**Q:** How fast do the atoms in solid aluminium vibrate, and why do so many rows of this table repeat each other?

Harmonic phonons of fcc aluminium (16.60 Å³/atom, cell not relaxed), calculated with GPAW 26.7.0 using LDA, PAW and a 510 eV plane-wave cutoff. Forces come from a 2x2x2 supercell with a 6x6x6 k mesh and 0.05 eV Fermi-Dirac smearing. Phonon q rows 1 to 8 are 000, 00½, 0½0, 0½½, ½00, ½0½, ½½0 and ½½½ in units of the reciprocal lattice vectors.

| row | phonon q row (row) | phonon frequency (cm⁻¹) |
| --- | --- | --- |
| 1 | 1 | 0.0 |
| 2 | 1 | 0.0 |
| 3 | 1 | 0.0 |
| 4 | 2 | 130.6 |
| 5 | 2 | 130.6 |
| 6 | 2 | 262.8 |
| 7 | 3 | 130.6 |
| 8 | 3 | 130.6 |
| 9 | 3 | 262.8 |
| 10 | 4 | 177.5 |
| 11 | 4 | 177.5 |
| 12 | 4 | 325.8 |
| 13 | 5 | 130.6 |
| 14 | 5 | 130.6 |
| 15 | 5 | 262.8 |
| 16 | 6 | 177.5 |
| 17 | 6 | 177.5 |
| 18 | 6 | 325.8 |
| 19 | 7 | 177.5 |
| 20 | 7 | 177.5 |
| 21 | 7 | 325.8 |
| 22 | 8 | 130.6 |
| 23 | 8 | 130.6 |
| 24 | 8 | 262.8 |

**A:** Apart from the zeros, the frequencies lie between about 130 and 330 cm⁻¹. The thermal energy at room temperature corresponds to roughly 200 cm⁻¹, so in an ordinary piece of metal the slower of these vibrations are well excited and the fastest only in part. The repeats come from symmetry. The column "phonon q row" numbers eight wave vectors, but they are only three different kinds of point: Γ once (number 1), L four times (2, 3, 5 and 8) and X three times (4, 6 and 7). The L waves run along the four body diagonals of the cube and the X waves along its three edges, and a cubic crystal can't tell one diagonal, or one edge, from another.

**Q:** What moves in each of them?

**A:** With one atom in the cell there are three modes at each wave vector, one for each direction of motion. At Γ every atom moves in step, no bond changes, and the frequency is zero. At L and X the crystal moves as a stack of rigid planes, each moving opposite to the next. In the upper, single mode the planes move towards and away from each other, which is called longitudinal. In the two equal lower modes they slide sideways, which is called transverse.

**Q:** Why is sliding easier at L than at X?

**A:** Look at which bonds are strained. Each atom has twelve nearest neighbours, and those in its own plane move along with it, so only bonds to the two adjacent planes count. At L the planes are close-packed and six bonds cross between planes, standing rather steeply. Sliding mostly tilts them and changes their length rather little. At X more bonds cross, eight of them, all at 45°, and on average sliding strains each one more.

**Q:** Can that be turned into numbers?

**A:** Treat each bond as a spring of stiffness k between atoms of mass m. If an atom moves by u and its neighbour by −u, at an angle θ to their bond, the bond changes length by 2u·cos θ. The part of its force along the motion is then 2k·u·cos²θ. Adding the crossing bonds gives m·ω² = 2k·S, where ω is the angular frequency and S is the sum of cos²θ.

At L, cos²θ is 2/3 for motion along the stacking direction, so the longitudinal S is 6 × 2/3 = 4. For each bond the cos² values of three perpendicular directions add up to 1, so six bonds have 6 to share out. That leaves 2 for the two sliding modes, or 1 each. At X the longitudinal S is 8 × 1/2 = 4, and the remaining 4 gives 2 for each sliding mode.

**Q:** So sliding at X should be faster by √2?

**A:** Yes. Take the scale from the transverse mode at L, 130.6 cm⁻¹, which is therefore no test of the model. The transverse mode at X should then lie at 130.6 × √2 = 184.7 cm⁻¹. The calculation gives 177.5 cm⁻¹, so the springs are 4 % too high. Mass and stiffness set only the common scale, while this ratio comes from the way the atoms are packed.

**Q:** Then both longitudinal modes, with S = 4, should come at twice 130.6, about 261 cm⁻¹. The one at L does, but the one at X is far higher. Is X the odd one out?

**A:** It looks that way, and that is the trap in this table. The computed value at L, 262.8 cm⁻¹, agrees with the springs to within 1 %, while at X the springs fall 20 % short of the computed value. Yet measured longitudinal frequencies of aluminium are, as I roughly recall them, about 320 cm⁻¹ at both points. The calculation reproduces that at X and is about 18 % too low at L. The suspicious number is the one that fits the simple picture.

**Q:** Why should a real metal be stiffer than springs in its longitudinal modes?

**A:** Because those modes bunch the ions together and thin them out again. The ions are charged, and bunching them costs electrostatic energy. The conduction electrons flow in and cancel most of that cost, but they do so less completely when the wave is short. What remains is an extra stiffness that isn't a property of single bonds. Sliding planes keep their spacing, so the sliding modes feel much less of it. This is standard theory of metals, and it is the likely reason why springs scaled to a sliding mode come out too soft for the longitudinal mode at X, though this run doesn't test it.

**Q:** By that argument the longitudinal mode at L should be raised too. Is there a sign of trouble there that doesn't rest on recalled measurements?

**A:** There is a hint. Add the squares of the three frequencies at one point. If only nearest neighbours exert forces, of whatever direction, this sum simply counts the crossing bonds, six at L against eight at X, and the ratio must be 0.75. The table gives 0.61. With the other frequencies kept, the rule would put the longitudinal mode at L near 305 cm⁻¹. Forces from more distant atoms can break the rule in a real metal, and a value too high at X would lower the ratio as well, so this is a reason for suspicion and no proof of an error at L.

**Q:** What could have pulled that one value down?

**A:** My guess is the sampling of the electron states, the k points. The cancelling flow of electrons depends partly on states close to the Fermi level, and their filling is hard to sample in a metal. The phonon forces came from a cell of eight atoms, doubled along each edge, with a 6x6x6 mesh. That is as dense as 12x12x12 in the one-atom cell, so it is no coarser than the 11x11x11 mesh used for the one-atom cell itself. Even so, it may be too sparse for a smearing as narrow as 0.05 eV. The makers of the data warn, from tests on other systems, that the response of a metal on such a working mesh isn't converged in k points, and a longitudinal mode relies heavily on that response. For aluminium itself no such test was made here. Only a repeat with denser meshes and varied smearing could show whether this is the cause. The small supercell is a less likely culprit, because the waves at L and X fit into it exactly and nothing had to be interpolated there. The four equal values at L are no reassurance, since symmetry copies an error as faithfully as a correct result.

**Q:** And the sliding modes, can I trust those?

**A:** Their order and ratio agree fairly well with both the springs and the measurements, but the warning about k points covers them too, so some caution is needed about the absolute values. They lie about 7 % below the measured ones, roughly 140 cm⁻¹ at L and 190 cm⁻¹ at X. The cell has nearly the size of the real crystal, but LDA prefers a smaller one, so in this calculation it is under a tension of 3.5 GPa. A rough estimate gives a softening of about 10 % for a typical mode, compared with LDA's own relaxed cell. If LDA's relaxed cell matches the measurements, that is about the right size for the sliding modes. The longitudinal mode at X should then fall short too, yet it doesn't, so its good agreement may be partly luck, perhaps from the same sampling of k points. For the gap of 63 cm⁻¹ between the two longitudinal modes I would offer no physical explanation until the denser meshes have been tried. The output below lists the spring predictions and the comparisons used here.

Output of the analysis:

```
Number of modes with non-zero frequency: 21
Transverse X over transverse L, computed (springs: 1.414): 1.359
Longitudinal over transverse at L, computed (springs: 2): 2.012
Longitudinal over transverse at X, computed (springs: 1.414): 1.835
Spring model, transverse X, 1/cm: 184.7
Spring model less computed, transverse X, percent: 4.054
Spring model, longitudinal L and X alike, 1/cm: 261.2
Spring model less computed, longitudinal L, percent: -0.6088
Spring model less computed, longitudinal X, percent: -19.83
Spring constant needed by transverse X, relative to transverse L: 0.9236
Spring constant needed by longitudinal L, relative to transverse L: 1.012
Spring constant needed by longitudinal X, relative to transverse L: 1.556
Longitudinal X less longitudinal L, 1/cm: 63
Longitudinal L below longitudinal X, percent: 19.34
Sum of squared frequencies, L over X (any nearest-neighbour forces: 0.75): 0.6099
Longitudinal L that the three-quarters rule would need, 1/cm: 304.6
Computed longitudinal L below that value, 1/cm: 41.76
Computed longitudinal L below rough recalled measurement, percent: 17.87
Computed transverse L below rough recalled measurement, percent: 6.714
Computed transverse X below rough recalled measurement, percent: 6.579
Longitudinal over transverse at L, rough recalled measurement: 2.286
Rough softening expected from the stretched cell, percent: 9.68
```
